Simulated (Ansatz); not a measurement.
La:

```
La
1.0
     3.75000    0.00000    0.00000
    -1.87500    3.24760    0.00000
     0.00000    0.00000    6.07000
La
2
Direct
  0.66667 0.33333 0.75000
  0.33333 0.66667 0.25000
```

This isn't the form of La at room conditions, which is double hcp.

Base run:

| Property | Result |
| --- | --- |
| Program | Ansatz 0.2.0 |
| Functional | LDA |
| Potentials or basis | all-electron LAPW, scalar-relativistic |
| Cutoff | 120 eV (chosen from the basis error) |
| Basis error allowed | 0.001 eV/atom |
| k mesh | 8 × 8 × 5 |
| Occupations | fermi-dirac, width 0.05 eV |
| Spin | no spin polarisation |

Its results: pressure -2.8 GPa.

Problem. The run is repeated on the same cell with these changes: functional from LDA to BLYP. What comes out?

Solution. Pressure 2.7 GPa.

BLYP binds less tightly than LDA, so the same cell stands under more pressure.
